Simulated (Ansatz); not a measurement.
The system is In.

```
CELL_PARAMETERS angstrom
-1.62547 1.62547 2.47370
1.62547 -1.62547 2.47370
1.62547 1.62547 -2.47370
ATOMIC_POSITIONS crystal
In 0.00000 0.00000 0.00000
```

A run of Ansatz 0.2.0 on this cell left the log below. Logs are shortened: lines on timing, memory, paths and dates and some standing lists are left out, and cuts for length are marked.

```text
Warning: RAYON_NUM_THREADS=1 ignored (pool sized by the plan → 1); use --threads N
In: projections on atomic orbitals take those of the free atom 1s2 2s2 2p6 3s2 3p6 3d10 4s2 4p6 4d10 5s2 5p1, of charge +0.00 (hamiltonian.pseudopotentials.projection_atoms)
LAPW: plane waves up to 6.855 Å⁻¹, error target 1.0e-3 eV per atom; small_component_spin mean_spin; In in spheres of 1.625 Å, 21 of its electrons in bands, Dirac shells [] (how accurate: hamiltonian.pseudopotentials.lapw.basis_error, Limitations)
Engine: ansatz 0.2.0, aarch64-unknown-linux-gnu
Pseudopotentials: kind: all_electron
Pseudopotential: In, LAPW, valence charge 21, lapw/all_electron/scalar/gaussian/In, Koelling and Harmon's equation, gaussian nucleus
Functional definition: PBEsol
  exchange = pbesol_x
  correlation = pbesol_c
Crystal: 1 atoms, lattice volume = 26.144 Å³
Basis set: ecut = 179.0427198429868 eV, 145 PW (Γ), exchange–correlation at level 2
Bands: 15, of which v1, the nominal top of the filled ones, is band 11 counted from 1 (10 counted from 0)
Symmetry: 16 space group operations
Space group: I4/mmm (ITA 139), of the structure as read, at distance tolerance 3.0e-5 Å
k-points: 126 of 1331
Non-local potential: In, projectors of the file, none
Initial density: superposition of atomic densities (chi_scale 0.1, normalization cell)
Initial wavefunctions: plane waves of lowest kinetic energy (no species holds an atomic orbital)
Functional: x = pbesol(κ = 0.804, μ = 0.12345679012345678), c = pbesol(β = 0.046)
iter 1 solved again at ethr=3.68e-5 eV; its pass at ethr=1.00e-1 eV (dr2=7.73e-3 eV) is discarded
SCF iter   1: F=—  HF=-159973.591139 eV  |F-HF|=—  |Δ(HF+E_count)|=         —  Δρ=6.45e-3  dr2=7.79e-3  ethr=3.68e-5  ⟨swp⟩=3.5  Hψ=13612  notcnv=0
preconditioner: auto → Kerker (q_TF=auto, 2.630 Å⁻¹)  [metal: Δε(μ)=0.051 eV  Ē_g=19.293 eV  σ=0.050 eV  W_gap=0.24  n_scr=10 (ndim 8)  ℏωp=26.2 eV  f_vac=0.000  D(μ)=0.46/eV (n_scr^D=0)]
SCF iter   2: F=—  HF=-159973.560298 eV  |F-HF|=—  |Δ(HF+E_count)|=   3.08e-2  Δρ=3.55e-3  dr2=2.86e-3  ethr=3.68e-5  ⟨swp⟩=2.0  Hψ=5501  notcnv=0
SCF iter   3: F=—  HF=-159973.557896 eV  |F-HF|=—  |Δ(HF+E_count)|=   2.40e-3  Δρ=2.37e-3  dr2=1.46e-3  ethr=1.36e-5  ⟨swp⟩=2.0  Hψ=5369  notcnv=0
SCF iter   4: F=—  HF=-159973.557530 eV  |F-HF|=—  |Δ(HF+E_count)|=   3.65e-4  Δρ=9.97e-4  dr2=3.21e-4  ethr=6.93e-6  ⟨swp⟩=2.0  Hψ=5369  notcnv=0
iter 5 solved again at ethr=8.78e-8 eV; its pass at ethr=1.53e-6 eV (dr2=1.84e-5 eV) is discarded
SCF iter   5: F=—  HF=-159973.557607 eV  |F-HF|=—  |Δ(HF+E_count)|=   7.70e-5  Δρ=2.25e-4  dr2=1.84e-5  ethr=8.78e-8  ⟨swp⟩=2.0  Hψ=9096  notcnv=0
SCF iter   6: F=—  HF=-159973.557609 eV  |F-HF|=—  |Δ(HF+E_count)|=   1.90e-6  Δρ=5.92e-5  dr2=9.72e-7  ethr=8.78e-8  ⟨swp⟩=2.0  Hψ=5367  notcnv=0
SCF iter   7: F=-159973.557609 eV  HF=-159973.557609 eV  |F-HF|=2.82e-9  |Δ(HF+E_count)|=   2.97e-9  Δρ=1.57e-5  dr2=9.09e-8  ethr=4.63e-9  ⟨swp⟩=2.0  Hψ=5367  notcnv=0
SCF 1 converged in 7 iterations: F = -159973.557609 eV  dr2 = 9.09e-8
SCF converged after 7 iterations
Free energy (F): -159973.557609 eV
Harris-Foulkes:  -159973.557609 eV  (|F-HF|=2.82e-9)
Internal energy: -159973.553676 eV  (E = F + TS)
E sigma→0 (E₀):  -159973.555643 eV
Entropy (-TS):   -0.003933 eV (-3.933 meV/atom)
Fermi energy:    13.405901 eV
--- Per-component energies (eV) ---
  E_band       = -547.984075
  E_kinetic    = 167897.487553
  E_xc         = -4279.390127
  E_electrostatic = -323591.651102  (all electrons and nuclei)
  E_smearing   = -0.003933  (= −TS)
  E_closure    = 0.000000  (closes the sum)
  E_atoms      = -159970.595489  (free atoms, spherical and without spin; not in F)
  Σ components = -159973.557609   (vs F -159973.557609, Δ=0.00e0)
  Basis errors (estimates in eV, not in F): energy 2.1e-4 per atom: plane waves 2.1e-4 (1.1e-4 summed), levels above the bands 1.2e-116, relativity 1.7e-8, radial functions 2.3e-6, core shells 1.1e-9; eigenvalues (radial functions only) 1.6e-5; not estimated: angular momenta, meshes, grids; target (lapw.basis_error) 1.0e-3; muffin-tin radii In 1.625 Å
--- Forces (eV/Å), atoms counted from 1 ---
  atom   1  In     0.00000000     0.00000000     0.00000000
  max |Σ_I F_I| component: 4.31e-32 eV/Å
--- Stress (GPa, compression-positive) ---
       -0.775694      -0.000000      -0.000000
       -0.000000      -0.775694       0.000000
       -0.000000       0.000000      -1.203328
  P = ⅓ Tr σ = -0.9182 GPa (-9.182 kbar)
--- Band table (eV; the first three rows and the last of 126) ---
  k-point 0: bands = ["-101.8658", "-60.3872", "-60.3804", "-60.3804", "-1.2398", "-1.1310", "-1.1310", "-1.0481", "-0.9450", "3.8183", "23.9082", "23.9082", "24.0815", "24.9541", "27.3383"]
  k-point 1: bands = ["-101.8657", "-60.3874", "-60.3810", "-60.3807", "-1.2042", "-1.1503", "-1.1096", "-1.0398", "-0.9594", "4.0717", "22.5440", "22.7362", "23.0554", "23.9948", "28.6740"]
  k-point 2: bands = ["-101.8656", "-60.3879", "-60.3827", "-60.3818", "-1.2020", "-1.1061", "-1.0561", "-1.0506", "-0.9664", "4.8396", "20.5411", "20.7911", "21.4620", "22.7192", "24.8858"]
  k-point 125: bands = ["-101.8653", "-60.3935", "-60.3831", "-60.3826", "-1.3954", "-1.2764", "-0.8533", "-0.8300", "-0.8132", "10.5250", "10.8556", "16.7571", "18.2504", "21.6533", "23.1224"]
--- Löwdin populations: 1 site ---
  site symbol       q [e]
     0     In     48.9851
  spilling = 0.000305 (of n_electrons = 49.000000)
```

Question: What input gives this log?

Answer: Single point with PBEsol, no spin polarisation. The files as run (others can give the same):

input.yaml
```yaml
crystal:
  lattice:
    - [-1.62547, 1.62547, 2.4737]
    - [1.62547, -1.62547, 2.4737]
    - [1.62547, 1.62547, -2.4737]
  atoms:
    - { symbol: In, position: [0.0, 0.0, 0.0] }
kpoints:
  mp_grid: { grid: [11, 11, 11] }
scf:
  occupations: { method: fermi_dirac, width: 0.05 }
hamiltonian:
  xc: pbesol
  pseudopotentials: { kind: all_electron, lapw: { basis_error: 0.001 } }
output:
  forces: true
  stress: true
  eigenvalues: true
  populations: true
```

Potentials or basis: all-electron LAPW, scalar-relativistic.
Launch:
```console
$ ansatz run input.yaml --threads 1 --pin off --max-ram 3072MiB --backend cpu --events-out ev --progress --plain --runs-dir out
```
